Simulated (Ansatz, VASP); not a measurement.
**One calculation of Cd, two programs**

```
CELL_PARAMETERS angstrom
2.97887 0.00000 0.00000
-1.48944 2.57978 0.00000
0.00000 0.00000 5.61765
ATOMIC_POSITIONS crystal
Cd 0.37689 0.61910 0.23874
Cd 0.59608 0.37637 0.84277
```

Alike in both runs: task single point; functional PBE; k mesh 6 × 6 × 4; no spin polarisation.

|  | VASP | Ansatz |
| --- | --- | --- |
| version | VASP 6.6.1 | Ansatz 0.2.0 |
| potentials or method | VASP PAW PBE potentials, release 64 (Cd) | scalar-relativistic, plane waves, PAW |
| plane-wave cutoff (eV) | 520 | 420 |
| occupations | tetrahedron | tetrahedron-uncorrected |
| valence electrons in the cell | 24 | 40 |

VASP gave:

```
gap on the k mesh at the Fermi level (eV)       : none
pressure (GPa)                                  : 13.9
largest component of the traceless stress (GPa) : 6.25
rms of the force components (eV/Å)              : 1.671
```

Question: What did Ansatz give for the same quantities?

Answer: gap on the k mesh at the Fermi level (eV): none; pressure (GPa): 13.2; largest component of the traceless stress (GPa): 6.08; rms of the force components (eV/Å): 1.611.

Atom by atom the forces differ by 0.060 eV/Å (rms over components). A gap of «none» marks a metal or a gap that the smearing closes. The two sets of potentials don't hold the same shells in valence. Ansatz warned: «band_table_not_solved_further».

Caveats: the k mesh is coarse (spacing up to 0.41 Å⁻¹), so the values aren't converged; forces of over 1 eV/Å show positions far from the minimum, so gaps and moduli don't describe the material at rest.
